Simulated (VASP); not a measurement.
Crystal: Gd.

```
CELL_PARAMETERS angstrom
0.00000 2.58582 2.58582
2.58582 0.00000 2.58582
2.58582 2.58582 0.00000
ATOMIC_POSITIONS crystal
Gd 0.00000 0.00000 0.00000
```

This isn't the form of Gd at room conditions, which is hcp.

| Item | Value |
| --- | --- |
| Program | VASP 6.6.1 |
| Task | relaxation of cell and atoms |
| Functional | PBEsol |
| Potentials or basis | VASP PAW PBE potentials, release 64 (Gd) |
| Cutoff | 600 eV |
| k mesh | 6 × 6 × 6 |
| Occupations | methfessel-paxton, width 0.1 eV |
| Spin | collinear spin, typed start |
| Starting moments | [7.0] μB |

At the start: pressure -3.8 GPa; volume 34.58 Å³/atom.

Problem. How do energy, volume and symmetry change on relaxing?

Solution. Over 8 steps the energy falls by 54.4 meV/atom and the volume is 30.45 Å³/atom (-12.0 %); space group Fm-3m (No. 225, to 0.05 Å); moment 7.28 μB per cell.

The path:
| step | energy change (eV) | largest force (eV/Å) | pressure (GPa) | volume (Å³) |
| --- | --- | --- | --- | --- |
| 1 | 0.0000 | 0.0000 | -3.76 | 34.58 |
| 2 | -0.0541 | 0.0000 | 0.39 | 30.68 |
| 3 | -0.0534 | 0.0000 | -0.71 | 30.88 |
| 4 | -0.0538 | 0.0000 | -0.72 | 30.75 |
| 5 | -0.0541 | 0.0000 | -0.43 | 30.65 |
| 6 | -0.0544 | 0.0000 | -0.71 | 30.50 |
| 7 | -0.0544 | 0.0000 | -0.41 | 30.48 |
| 8 | -0.0544 | 0.0000 | -0.10 | 30.45 |

Final structure:
```cif
data_structure
_symmetry_space_group_name_H-M 'P 1'
_symmetry_Int_Tables_number 1
_cell_length_a 3.5049
_cell_length_b 3.5049
_cell_length_c 3.5049
_cell_angle_alpha 60.000
_cell_angle_beta 60.000
_cell_angle_gamma 60.000
_cell_volume 30.45
loop_
_atom_site_label
_atom_site_type_symbol
_atom_site_fract_x
_atom_site_fract_y
_atom_site_fract_z
_atom_site_occupancy
Gd1 Gd 0.00000 0.00000 0.00000 1
```

Caveat: the PAW data sets were made with another functional, which shifts forces and pressure a little.
